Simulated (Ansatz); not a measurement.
# Ta4N5: compression at zero temperature

How does Ta4N5 compress? Cell and atoms are relaxed at 5 pressures between -1 and 25 GPa.

Computed with Ansatz 0.2.0 (DFT r2SCAN, scalar-relativistic, plane waves, PAW, unless a step's input says otherwise).

2 further runs of the same task are left out: 2 set aside as unsound or not needed.

## 1. Starting point

The structure is tetragonal, space group I4/m (No. 87). The conventional cell has a = 6.865 Å, b = 6.865 Å, c = 4.264 Å, α = 90.00°, β = 90.00°, γ = 90.00°. Ta (site symmetry m) has 6 N at 2.07 to 2.21 Å in its first shell of neighbours. Around N (site symmetry 4/m) lie 4 Ta at 2.07 Å. Around N (site symmetry m) lie 5 Ta at 2.14 to 2.21 Å.

As a file:

```cif
data_structure
_symmetry_space_group_name_H-M 'I4/m'
_symmetry_Int_Tables_number 87
_cell_length_a 6.8654
_cell_length_b 6.8654
_cell_length_c 4.2638
_cell_angle_alpha 90.000
_cell_angle_beta 90.000
_cell_angle_gamma 90.000
_cell_volume 200.97
loop_
_atom_site_label
_atom_site_type_symbol
_atom_site_symmetry_multiplicity
_atom_site_Wyckoff_symbol
_atom_site_fract_x
_atom_site_fract_y
_atom_site_fract_z
_atom_site_occupancy
Ta1 Ta 8 h 0.10561 0.71706 0.50000 1
N1 N 2 b 0.00000 0.00000 0.50000 1
N2 N 8 h 0.80852 0.59170 0.50000 1
```

It goes back to an entry of the Materials Project, which need not be the stable form.

It is the result of an earlier relaxation at this level (volume 11.16 Å³/atom; gap on the mesh: none (metal)).

## 2. -1 GPa

Input file input.yaml:

```yaml
crystal:
  lattice:
    - [-3.4439361693, 3.4439361693, 2.1388566089]
    - [3.4439361693, -3.4439361693, 2.1388566089]
    - [3.4439361693, 3.4439361693, -2.1388566089]
  atoms:
    - { symbol: Ta, position: [0.7829399315, 0.6056050453, 0.3885449768] }
    - { symbol: Ta, position: [0.3943949547, 0.7829399315, 0.1773348862] }
    - { symbol: Ta, position: [0.6056050453, 0.2170600685, 0.8226651138] }
    - { symbol: Ta, position: [0.2170600685, 0.3943949547, 0.6114550232] }
    - { symbol: "N", position: [0.5, 0.5, 0.0] }
    - { symbol: "N", position: [0.9082991208, 0.3085216554, 0.2168207762] }
    - { symbol: "N", position: [0.6914783446, 0.9082991208, 0.5997774654] }
    - { symbol: "N", position: [0.3085216554, 0.0917008792, 0.4002225346] }
    - { symbol: "N", position: [0.0917008792, 0.6914783446, 0.7831792238] }
basis:
  ecutwfc: 500
kpoints:
  mp_grid: { grid: [10, 10, 10] }
hamiltonian:
  xc: r2scan
scf:
  occupations: { method: gaussian, width: 0.1 }
output:
  forces: true
  stress: true
  eigenvalues: true
relax:
  adjacent_minimum: "off"
  f_tol: 0.008
  max_steps: 50
  cell: { stress_tol: 0.08, p_target: -1.0 }
```

On the command line:

```sh
ansatz run input.yaml --threads 2 --pin off --max-ram 5120MiB --backend cpu --events-out ev --progress --plain --runs-dir out
```

Further runs follow: relaxing at 1 GPa; relaxing at 4 GPa; target pressure 12 GPa; target pressure 25 GPa.

Q: Predict the outcome of this session. Wanted: bulk modulus B0; B0'.

**Answer**, as computed:

| quantity | value |
| --- | --- |
| volume at 25 GPa | 10.41 Å³/atom, V/V0 = 0.933 |
| bulk modulus B0 (third-order Birch-Murnaghan) | 310 GPa |
| B0' | 4.1 |

What this shows: Up to 25 GPa the volume falls by 6.7 %. The points follow one equation of state, B0 = 310 GPa. The symmetry of the start is kept, so a transition to another structure would not show. Spin-orbit coupling is left out for Ta. The final runs have no spin polarisation, so a magnetic state may lie lower.
